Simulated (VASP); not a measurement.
# Cu3Au (Auricupride) (Pm-3m) in VASP: further runs, part 2 of 2

VASP 6.6.1.

### 3 Relaxation of cell and atoms, PBE

This run uses another cell than the first one, of 13.08 Å³/atom, 0.968 times its volume.

Input file INCAR:

```
SYSTEM = Cu3Au
ALGO = Fast ; EDIFF = 1E-7
EDIFFG = -0.005 ; ENCUT = 600
GGA = PE ; IBRION = 2
ISIF = 3 ; ISMEAR = 0
LASPH = .True. ; LCHARG = .False.
LREAL = .False. ; LWAVE = .False.
NELM = 100 ; NSW = 100
PREC = Accurate ; SIGMA = 0.1
```

Input file KPOINTS:

```
k-points
0
Gamma
  12 12 12
  0 0 0
```

Input file POSCAR:

```
Cu3Au
1.0
    3.7400000000      0.0000000000      0.0000000000
    0.0000000000      3.7400000000      0.0000000000
    0.0000000000      0.0000000000      3.7400000000
Cu Au
3 1
Direct
    0.0000000000      0.5000000000      0.5000000000
    0.5000000000      0.0000000000      0.5000000000
    0.5000000000      0.5000000000      0.0000000000
    0.0000000000      0.0000000000      0.0000000000
```

Potentials or basis: VASP PAW PBE potentials, release 64 (Cu, Au).

Started as:

```console
> cat potpaw_PBE.64/Cu/POTCAR potpaw_PBE.64/Au/POTCAR > POTCAR
> mpirun -np 1 vasp_std > vasp.out
```

Wall time 11 min (1 thread of Intel Xeon Platinum 8488C (Sapphire Rapids), shared host); peak memory 0.27 GiB.

It converged, with:

| Property | Result |
| --- | --- |
| Free energy | -14.5916 eV |
| Relaxed volume | 13.53 Å³/atom |
| Relaxed cell | a = 3.783 Å, b = 3.783 Å, c = 3.783 Å, α = 90.00°, β = 90.00°, γ = 90.00° |
| Space group after relaxing (to 0.05 Å) | Pm-3m (No. 221) |
| Energy gained by relaxing | 7.2 meV/atom |
| Ionic steps | 6 |
| Pressure after relaxing | 0.0 GPa |
| Band gap on the k mesh | none (metal or under the smearing width) |

The path:
| step | energy change (eV) | largest force (eV/Å) | pressure (GPa) | volume (Å³) |
| --- | --- | --- | --- | --- |
| 1 | 0.0000 | 0.0000 | 5.27 | 52.31 |
| 2 | -0.0119 | 0.0000 | -3.53 | 55.64 |
| 3 | -0.0290 | 0.0000 | 0.06 | 54.14 |
| 4 | -0.0290 | 0.0000 | -0.25 | 54.18 |
| 5 | -0.0289 | 0.0000 | 0.32 | 54.03 |
| 6 | -0.0290 | 0.0000 | 0.04 | 54.13 |

Final structure:
```
CELL_PARAMETERS angstrom
3.78289 0.00000 0.00000
0.00000 3.78289 0.00000
0.00000 0.00000 3.78289
ATOMIC_POSITIONS crystal
Cu 0.00000 0.50000 0.50000
Cu 0.50000 0.00000 0.50000
Cu 0.50000 0.50000 0.00000
Au 0.00000 0.00000 0.00000
```

Levels at points of the mesh, in eV from the Fermi level:
| k point | band 19 | band 20 | band 21 | band 22 | band 23 | band 24 | band 25 | band 26 |
| --- | --- | --- | --- | --- | --- | --- | --- | --- |
| (0.00, 0.00, 0.00) | -1.42 | -1.42 | -1.42 | 1.27 | 1.27 | 1.27 | 5.76 | 7.27 |
| (0.50, 0.00, 0.00) | -2.00 | -1.92 | -1.55 | -1.43 | 5.67 | 5.67 | 6.42 | 6.42 |
| (0.50, 0.50, 0.00) | -2.20 | -2.13 | -0.56 | -0.56 | -0.48 | 0.26 | 8.40 | 9.29 |
| (0.50, 0.50, 0.50) | -1.63 | -1.63 | -1.01 | -0.99 | -0.99 | -0.99 | 2.30 | 3.95 |

### 4 Single point, PBE

This run uses another cell than the first one, of 13.08 Å³/atom, 0.968 times its volume.

Input file INCAR:

```
SYSTEM = Cu3Au
PREC = Accurate
ENCUT = 520
EDIFF = 1E-6
ISMEAR = 0
SIGMA = 0.1
LREAL = .FALSE.
LASPH = .TRUE.
NELM = 100
ALGO = Fast
ISIF = 2
LWAVE = .FALSE.
LCHARG = .TRUE.
GGA = PE
LELF = .TRUE.
LVHAR = .TRUE.
NBANDS = 30
```

Input file KPOINTS:

```
regular mesh
0
G
  6 6 6
  0 0 0
```

POSCAR is that of step 3.

Potentials or basis: VASP PAW PBE potentials, release 64 (Cu, Au).

Started as:

```console
> cat potpaw_PBE.64/Cu/POTCAR potpaw_PBE.64/Au/POTCAR > POTCAR
> mpirun -np 1 vasp_std > vasp.out
```

OUTCAR:

```text
SYSTEM = Cu3Au
   PREC = Accurate
   ENCUT = 520
   EDIFF = 1E-6
   ISMEAR = 0
   LREAL = .FALSE.
   LASPH = .TRUE.
   NELM = 100
   ISIF = 2
   GGA = PE

 ion  position               nearest neighbor table
   1  0.000  0.500  0.500-   2 2.64   3 2.64   4 2.64   3 2.64   4 2.64   2 2.64   4 2.64   4 2.64
                             2 2.64   3 2.64   3 2.64   2 2.64
   2  0.500  0.000  0.500-   1 2.64   3 2.64   4 2.64   3 2.64   4 2.64   1 2.64   3 2.64   3 2.64
                             1 2.64   4 2.64   4 2.64   1 2.64
   3  0.500  0.500  0.000-   1 2.64   2 2.64   4 2.64   1 2.64   2 2.64   2 2.64   4 2.64   2 2.64
                             1 2.64   4 2.64   1 2.64   4 2.64
   4  0.000  0.000  0.000-   1 2.64   2 2.64   3 2.64   1 2.64   2 2.64   1 2.64   3 2.64   1 2.64
[... 860 lines left out ...]
  Total        1.7509938      1.7509938      1.7509938      0.0000000      0.0000000     -0.0000000
  in kB       53.6266137     53.6266137     53.6266137      0.0000000      0.0000000     -0.0000000
  external PRESSURE =      53.6266137 kB  Pullay stress =       0.0000000 kB

 VOLUME and BASIS-vectors are now :
 -----------------------------------------------------------------------------
  energy-cutoff  :      520.00
  volume of cell :       52.31
      direct lattice vectors                 reciprocal lattice vectors
     3.740000000  0.000000000  0.000000000     0.267379679  0.000000000  0.000000000
     0.000000000  3.740000000  0.000000000     0.000000000  0.267379679  0.000000000
     0.000000000  0.000000000  3.740000000     0.000000000  0.000000000  0.267379679

 POSITION                                       TOTAL-FORCE (eV/Angst)
 -----------------------------------------------------------------------------------
      0.00000      1.87000      1.87000         0.000000      0.000000      0.000000
      1.87000      0.00000      1.87000         0.000000      0.000000      0.000000
      1.87000      1.87000      0.00000         0.000000      0.000000      0.000000
      0.00000      0.00000      0.00000         0.000000      0.000000      0.000000
 -----------------------------------------------------------------------------------
    total drift:                                0.000000      0.000000      0.000000

  FREE ENERGIE OF THE ION-ELECTRON SYSTEM (eV)
  ---------------------------------------------------
  free  energy   TOTEN  =       -14.5539594840 eV

  energy  without entropy=      -14.5481164466  energy(sigma->0) =      -14.55103797
```

OSZICAR:

```text
N       E                     dE             d eps       ncg     rms          rms(c)
DAV:   1     0.356959249280E+03    0.35696E+03   -0.19973E+04  1256   0.236E+03
DAV:   2     0.170440685978E+02   -0.33992E+03   -0.32026E+03  1206   0.407E+02
DAV:   3    -0.163421934108E+02   -0.33386E+02   -0.31541E+02  1340   0.161E+02
[... 10 lines left out ...]
RMM:  14    -0.145541042233E+02    0.46001E-03   -0.48378E-04  1341   0.286E-01    0.281E-01
RMM:  15    -0.145539629549E+02    0.14127E-03   -0.49463E-04  1360   0.207E-01    0.214E-01
RMM:  16    -0.145539641866E+02   -0.12316E-05   -0.16207E-04  1401   0.115E-01    0.224E-01
RMM:  17    -0.145539585877E+02    0.55988E-05   -0.36788E-05  1399   0.669E-02    0.863E-03
RMM:  18    -0.145539595963E+02   -0.10086E-05   -0.12241E-05  1312   0.308E-02    0.253E-02
RMM:  19    -0.145539594840E+02    0.11236E-06   -0.19060E-06   784   0.137E-02
   1 F= -.14553959E+02 E0= -.14551038E+02  d E =-.584304E-02
```

stdout:

```text
POSCAR found type information on POSCAR CuAu
 POSCAR found :  2 types and       4 ions
 scaLAPACK will be used
 LDA part: xc-table for (Slater+PW92), standard interpolation
 POSCAR, INCAR and KPOINTS ok, starting setup
 FFT: planning ... GRIDC
 FFT: planning ... GRID_SOFT
 FFT: planning ... GRID
 WAVECAR not read
 entering main loop
```

Wall time 30 s (1 thread of Intel Xeon Platinum 8488C (Sapphire Rapids), shared host); peak memory 0.16 GiB.

Results:

```
Free energy            : -14.5540 eV
Pressure               : 5.4 GPa
Band gap on the k mesh : none (metal or under the smearing width)
```

Levels at points of the mesh, in eV from the Fermi level:
| k point | band 19 | band 20 | band 21 | band 22 | band 23 | band 24 | band 25 | band 26 |
| --- | --- | --- | --- | --- | --- | --- | --- | --- |
| (0.00, 0.00, 0.00) | -1.47 | -1.47 | -1.47 | 1.18 | 1.18 | 1.18 | 5.95 | 7.52 |
| (0.50, 0.00, 0.00) | -2.08 | -2.00 | -1.60 | -1.47 | 5.74 | 5.74 | 6.52 | 6.52 |
| (0.50, 0.50, 0.00) | -2.30 | -2.22 | -0.59 | -0.59 | -0.49 | 0.26 | 8.53 | 9.45 |
| (0.50, 0.50, 0.50) | -1.68 | -1.68 | -1.17 | -1.14 | -1.14 | -1.14 | 2.41 | 4.10 |

Spin-orbit coupling is left out, which matters for the levels of Au.

### 5 Overview

| task | cell | k mesh | cutoff (eV) | gap on the mesh (eV) | pressure (GPa) |
| --- | --- | --- | --- | --- | --- |
| single point | Pm-3m, 13.51 Å³/atom | 12 × 12 × 12 | 520 | none | 0.4 |
| relaxation of cell and atoms | relaxed | 12 × 12 × 12 | 600 | none | 0.0 |
| single point | Pm-3m, 13.08 Å³/atom | 6 × 6 × 6 | 520 | none | 5.4 |

Alike in all rows: level PBE; potentials or basis VASP PAW PBE potentials, release 64 (Cu, Au); no spin polarisation; smearing gaussian 0.1 eV.

Total energies depend on the potentials used, so only differences within one code and one set of settings carry meaning.
